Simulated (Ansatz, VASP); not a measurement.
# Two plane-wave programs on TePb

INCAR

```
ALGO = Normal
EDIFF = 1E-6
ENCUT = 520
GGA = PE
ISIF = 2
ISMEAR = 0
LASPH = T
LCHARG = F
LREAL = F
LWAVE = F
NBANDS = 17
NELM = 100
PREC = Accurate
SIGMA = 0.05
```

Contents of KPOINTS:

```
k-points
0
Gamma
  8 8 8
```

The input POSCAR:

```
TePb
1.0
    0.0000000000      3.2270000000      3.2270000000
    3.2270000000      0.0000000000      3.2270000000
    3.2270000000      3.2270000000      0.0000000000
Te Pb
1 1
Direct
    0.5000000000      0.5000000000      0.5000000000
   -0.0387356678     -0.0387356678      0.0387356678
```

Input for Ansatz:

```yaml
crystal:
  lattice:
    - [0.0, 3.227, 3.227]
    - [3.227, 0.0, 3.227]
    - [3.227, 3.227, 0.0]
  atoms:
    - { symbol: Te, position: [0.5, 0.5, 0.5] }
    - { symbol: Pb, position: [-0.0387356678, -0.0387356678, 0.0387356678] }
basis:
  ecutwfc: 420
kpoints:
  mp_grid: { grid: [8, 8, 8] }
hamiltonian:
  xc: pbe
scf:
  occupations: { method: gaussian, width: 0.05 }
output:
  forces: true
  stress: true
  eigenvalues: true
```

Change from the starting cell: all Pb atoms moved -0.250 Å, as atom 2 along Cartesian [0 0 1].

Alike in both runs: task single point; functional PBE; k mesh 8 × 8 × 8; occupations gaussian, width 0.05 eV; no spin polarisation.

```csv
,VASP,Ansatz
version,VASP 6.6.1,Ansatz 0.2.0
potentials or method,"VASP PAW PBE potentials, release 64 (Te, Pb_d)","scalar-relativistic, plane waves, PAW"
plane-wave cutoff (eV),520,420
valence electrons in the cell,20,30
```

|  | VASP | Ansatz | Ansatz less VASP |
| --- | --- | --- | --- |
| gap on the k mesh at the Fermi level (eV) | 1.02 | 1.02 | -0.007 |
| least direct gap on the mesh (eV) | 1.02 | 1.02 | -0.007 |
| pressure (GPa) | 3.1 | 3.1 | +0.05 |
| largest component of the traceless stress (GPa) | 1.70 | 1.69 | -0.012 |
| rms of the force components (eV/Å) | 0.229 | 0.226 | -0.0023 |

Atom by atom the forces differ by 0.002 eV/Å (rms over components). The functional is the same, so the differences come from potentials, cutoffs and numerics. The two sets of potentials don't hold the same shells in valence.

Caveats: spin-orbit coupling is left out, which as a rule narrows the gap of such compounds by several tenths of an eV. A k mesh can miss the band edges.
